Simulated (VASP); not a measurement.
The system is NaH.

```
CELL_PARAMETERS angstrom
2.95512 0.00000 0.00000
0.00000 2.95512 0.00000
0.00000 0.00000 2.95512
ATOMIC_POSITIONS crystal
Na 0.00000 0.00000 0.00000
H 0.50000 0.50000 0.50000
```

The cell comes from a database or a generator and needn't be the stable form of this composition.

| Item | Value |
| --- | --- |
| Program | VASP 6.6.1 |
| Task | single point |
| Functional | PBE |
| Potentials or basis | VASP PAW PBE potentials, release 64 (Na_pv, H) |
| Cutoff | 520 eV |
| k mesh | 9 × 9 × 9 |
| Occupations | fermi-dirac, width 0.05 eV |
| Spin | no spin polarisation |

On this cell: pressure 0.2 GPa; largest force zero by symmetry; band gap on the k mesh 1.50 eV, indirect (least direct gap 4.81 eV).

The same run follows on a disturbed copy (atoms moved at random, drawn with an rms of 0.05 Å):

```
CELL_PARAMETERS angstrom
2.95512 0.00000 0.00000
0.00000 2.95512 0.00000
0.00000 0.00000 2.95512
ATOMIC_POSITIONS crystal
Na 0.01033 0.01309 0.00530
H 0.50539 0.50213 0.49095
```

Question: What changes?

Answer: The energy moves by +0.3 meV/atom; pressure 0.2 GPa; largest force 0.024 eV/Å; band gap on the k mesh 1.50 eV, indirect (least direct gap 4.81 eV).

Forces in eV/Å, atoms in the order of the input:
```
Na  -0.006 -0.014 -0.018
H    0.006  0.014  0.018
```

Caveats: an odd mesh through Γ misses points on the zone boundary, where band edges often lie.
